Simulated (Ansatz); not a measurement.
**Magnetic states of cobalt, bcc**

Level of theory: DFT, BLYP, plane waves (420 eV) with PAW, scalar-relativistic (Ansatz 0.2.0). The PAW files were generated under PBE, with cores re-solved for the functional.

Each start was relaxed and then solved on a dense mesh, with Fermi-Dirac smearing of 0.05 eV (0.1 eV in a metal without spin) extrapolated to zero. Rows within 2 meV/atom of each other tie.

(1) Where does each start end, and how do the energies compare? Starts: non-magnetic; ferromagnetic.

Results:

(1) 
```csv
start,ends,ΔE (meV/atom),V (Å³/atom)
ferromagnetic,"ferromagnetic, net 1.75 μB per atom",0.0,11.62
non-magnetic,spin not included,351.0,11.06
```
